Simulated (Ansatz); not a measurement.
Input of an Ansatz 0.2.0 run:

input.yaml

```yaml
crystal:
  lattice:
    - [2.49824, 0.0, 0.0]
    - [-1.24912, 2.1635393048, 0.0]
    - [0.0, 0.0, 6.6357]
  atoms:
    - { symbol: "N", position: [0.6666666667, 0.3333333333, 0.25] }
    - { symbol: "N", position: [0.3333333333, 0.6666666667, 0.75] }
    - { symbol: B, position: [0.6666666667, 0.3333333333, 0.75] }
    - { symbol: B, position: [0.3333333333, 0.6666666667, 0.25] }
hamiltonian:
  xc: pbesol
  pseudopotentials: { kind: paw }
kpoints:
  mp_grid: { grid: [9, 9, 3] }
scf:
  occupations: { method: fixed }
output:
  forces: true
  stress: true
elastic:
  mode: clamped_ion
  stencil: two_point
```

Potentials or basis: Ansatz PAW.

The run is started by

```sh
$ ansatz run input.yaml --threads 2 --pin off --max-ram 5632MiB --backend cpu --events-out ev --progress --plain --runs-dir out
```

Estimate the Voigt bulk modulus.

249 GPa.

Predict the band gap on the k mesh.

4.34 eV, indirect (least direct gap 4.62 eV).

What does it give for the pressure?

2.2 GPa.

Elastic tensor in Voigt notation (GPa, ions clamped, in the Cartesian axes of the cell as first typed):
```
929 174   4   0   0   0
174 929   4   0   0   0
  2   2  21   0   0   0
  0   0   0   3   0   0
  0   0   0   0   3   0
  0   0   0   0   0 377
```

Caveat: odd divisions of the mesh miss points on the zone boundary, where band edges often lie, so the gap on the mesh can be too wide; the pressure holds a Pulay correction of +0.6 GPa for the finite cutoff; this functional lacks dispersion, which binds the layers, so the pressure and a relaxed spacing across them are unreliable; the PAW data sets come from PBE, with cores solved anew for the run's functional, which leaves a small shift of forces and pressure. A k mesh can miss the band edges.
